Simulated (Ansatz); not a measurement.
## AgCl: energy along a strain

AgCl, Fm-3m, a = 5.546 Å (as given, not relaxed at this level: 1.6 GPa). Ansatz: PBE, PAW, 420 eV, Γ-centred 8×8×8 mesh on 2 atoms, Gaussian smearing 0.05 eV; no spin polarisation. Cell vectors (Å): 0.000 2.773 2.773; 2.773 0.000 2.773; 2.773 2.773 0.000. The cell is strained by x per cent times the pattern (0 0 0 0 1 0) in the order xx yy zz yz xz xy (engineering shears), with fractional coordinates held. y is the free energy over the start, V0 = 21.327 Å³/atom. Symmetry makes y even in x.

```tsv
x (%)	y (meV/atom)
-6.00	?
-3.00	0.37
0.00	0.00
0.75	0.02
1.50	0.09
2.25	0.20
3.75	0.57
4.50	0.83
5.25	1.13
```

Question: Fit y = c2 x² + c4 x⁴ to the other rows, get the stiffness along the pattern, and predict the missing energy.

Answer: Least squares on the rows shown. y = 0.04038 x² + 2.374×10⁻⁵ x⁴. The clamped-ion stiffness p·C·p = 2 × 0.4038 eV × 160.2 / 21.327 Å³ = 6.1 GPa, which is C55 in these axes (C44 of the cubic crystal) (second derivative at the start, which stands under stress). At x = -6.00 the fit asked for gives 1.48 meV/atom. The run gave 1.48 meV/atom, the same to the digits shown.